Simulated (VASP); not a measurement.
Input of a VASP 6.6.1 run:

INCAR

```
ALGO     = Normal         # electronic algorithm
EDIFF    = 1E-7           # SCF threshold, eV
EDIFFG   = -0.01          # ionic threshold
ENCUT    = 600            # plane-wave cutoff, eV
GGA      = PS             # functional
IBRION   = 2              # ionic algorithm
ISIF     = 2              # what is computed and relaxed
ISMEAR   = 0              # smearing method
LASPH    = T              # aspherical terms in the spheres
LCHARG   = F              # write CHGCAR
LREAL    = F              # projectors in reciprocal space
LWAVE    = F              # write WAVECAR
NELM     = 80             # most SCF steps
NSW      = 40             # ionic steps
PREC     = Accurate       # precision mode
SIGMA    = 0.03           # smearing width, eV
```

The input KPOINTS:

```
k-points
0
Gamma
  8 8 8
```

POSCAR

```
KMgF3                                   
1.0
    3.9833601291      0.0000000000      0.0000000000
    0.0000000000      3.9833601291      0.0000000000
    0.0000000000      0.0000000000      3.9833601291
  K               Mg              F             
     1     1     3
Direct
     0.5000000000000000    0.5000000000000000    0.5000000000000000
     0.0000000000000000    0.0000000000000000    0.0000000000000000
     0.5000000000000000    0.0000000000000000    0.0000000000000000
     0.0000000000000000    0.5000000000000000    0.0000000000000000
     0.0000000000000000    0.0000000000000000    0.5000000000000000
```

Potentials or basis: VASP PAW PBE potentials, release 64 (K_sv, Mg, F).

Launch:

```console
$ cat potpaw_PBE.64/K_sv/POTCAR potpaw_PBE.64/Mg/POTCAR potpaw_PBE.64/F/POTCAR > POTCAR
$ mpirun -np 1 vasp_std > vasp.out
```

(1) Estimate the band gap on the k mesh.

## Answers

(1) 7.14 eV, indirect (least direct gap 7.46 eV).

Caveat: the relaxation stopped at its first step, so nothing moved.
